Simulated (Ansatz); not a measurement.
Method: DFT PBE, scalar-relativistic, plane waves, PAW in Ansatz 0.2.0. Settings: cutoff 420 eV, Γ-centred meshes spaced at most about 0.3 Å⁻¹, and about 0.25 Å⁻¹ or finer for metals (2π included), Gaussian smearing. No spin polarisation.

All energies are static (0 K, no zero-point motion).

Compare these two cells of Nb3N, each relaxed at this level.

A. Space group Im-3m (No. 229), cubic, a = 5.026 Å. Nb is surrounded by 2 N at 2.51 Å, 4 Nb at 2.51 Å, 4 N at 3.55 Å and 8 Nb at 3.55 Å; N has 6 Nb at 2.51 Å.

B. Space group Pm-3m (No. 221), cubic, a = 3.898 Å. Nb is surrounded by 4 N at 2.76 Å and 8 Nb at 2.76 Å; around N lie 12 Nb at 2.76 Å.

Task: Which form is favoured at zero pressure, and by what margin per atom?

Result: B is lower, by 139 meV/atom. A has space group Im-3m (No. 229), 15.9 Å³/atom and no gap on its mesh; B has the Cu3Au (L1_2) type, space group Pm-3m (No. 221), 14.8 Å³/atom and no gap. Counting Nb atoms around N (those within 1.25 times the shortest such distance or 1.15 times the sum of covalent radii), A has N 6 and B has N 12. The denser one is the lower, and pressure would at first widen the difference. Even the lower one lies +0.76 eV/atom against the reference forms of the elements (uncorrected), so neither is stable at this level. Both come from invented guesses. The lowest form computed isn't among them: it has space group Pm (No. 6), 17.3 Å³/atom and lies 0.66 eV/atom below the best shown.

Cells relaxed within their symmetry can be saddle points. Some types were kept out of the candidates beforehand, so the set may lack a known form.

The preference for B probably comes from the metal sublattice rather than from better Nb–N bonding. A has the shorter Nb–N contacts, yet it is higher by 139 meV/atom. Its nearest Nb–Nb contacts, at 2.51 Å, are strongly compressed relative to bcc niobium, whereas those in B are much closer to the metallic distance and more favourable for 4d bonding.

Neither cell suits nitrogen. In niobium nitrides it normally sits in small octahedral interstices, where N 2p–Nb 4d overlap is strong; here the Nb–N distances are stretched in both, and the twelve neighbours in B don't amount to twelve strong bonds. This helps explain the large positive energy against the elements.

Density doesn't explain stability here either, since the much lower Pm form is the least dense of the three. Even that form remains slightly above the elements, which is at odds with the well-known exothermic formation of niobium nitrides. The likely cause is an incomplete structure search that missed a favourable interstitial arrangement, so the result is no evidence against nitride formation at this composition.
